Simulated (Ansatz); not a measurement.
**NiO2 in Ansatz: the effect of functional**

Crystal: NiO2.

```xyz
3
Lattice="1.3927 0.8041 6.9275 -1.3927 0.8041 6.9275 0.0000 -1.6082 6.9275" Properties=species:S:1:pos:R:3 pbc="T T T"
Ni    0.0000    0.0000    0.0000
O     0.0000    0.0000    7.8722
O     0.0000    0.0000   12.9103
```

The cell comes from a database or a generator and needn't be the stable form of this composition.

The cell isn't the ideal one: volume scaled by 0.98.

Alike in all runs:

| Property | Result |
| --- | --- |
| Program | Ansatz 0.2.0 |
| Task | single point |
| Potentials or basis | Ansatz PAW |
| k mesh | 11 × 11 × 11 |
| Occupations | fermi-dirac, width 0.05 eV |
| Spin | collinear spin, ferromagnetic start |
| Starting moments | [1.0, 0.0, 0.0] μB |

| functional | cutoff | gap on the mesh (eV) | pressure (GPa) | largest force (eV/Å) |
| --- | --- | --- | --- | --- |
| LDA | 420 eV (not typed: the program's choice for these potentials) | ? | ? | ? |
| PBEsol | 420 eV (not typed: the program's choice for these potentials) | 1.29 | -1.3 | 0.23 |
| r2SCAN | 500 eV (not typed: the program's choice for these potentials) | 1.81 | -1.8 | 0.19 |

Problem. What does the run with functional LDA give?

Solution. gap on the mesh 1.23 eV; pressure -5.6 GPa; largest force 0.72 eV/Å.

Caveats: odd divisions of the mesh miss points on the zone boundary, where band edges often lie, so the gap on the mesh can be too wide; the PAW data sets come from PBE, with cores solved anew for the run's functional, which leaves a small shift of forces and pressure; the starting moments weren't kept; the magnetic or orbital state may not be the lowest (some runs).

A k mesh can miss the band edges.

Runs at the PBE level aren't shown here.
